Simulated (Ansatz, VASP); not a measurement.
# One calculation of P, two programs

```
P
1.0
     1.71329    0.98917    2.91156
    -1.71329    0.98917    2.91156
     0.00000   -1.97834    2.91156
P
2
Direct
  0.23402 0.23402 0.23402
  0.76598 0.76598 0.76598
```

Alike in both runs: task single point; functional PBEsol; k mesh 15 × 15 × 15; occupations gaussian, width 0.1 eV; no spin polarisation.

|  | VASP | Ansatz |
| --- | --- | --- |
| version | VASP 6.6.1 | Ansatz 0.2.0 |
| potentials or method | VASP PAW PBE potentials, release 64 (P) | scalar-relativistic, plane waves, PAW |
| plane-wave cutoff (eV) | 520 | 420 |
| valence electrons in the cell | 10 | 10 |

```csv
,VASP,Ansatz,Ansatz less VASP
gap on the k mesh at the Fermi level (eV),none,none,-
pressure (GPa),1.6,1.5,-0.07
largest component of the traceless stress (GPa),0.00,0.07,+0.067
rms of the force components (eV/Å),0.010,0.030,+0.0192
```

Atom by atom the forces differ by 0.019 eV/Å (rms over components). A gap of «none» marks a metal or a gap that the smearing closes. With one functional, cell and mesh, what is left measures potentials, basis and numerics.

Caveats: the PAW data sets were made with another functional, which shifts forces and pressure a little (VASP).
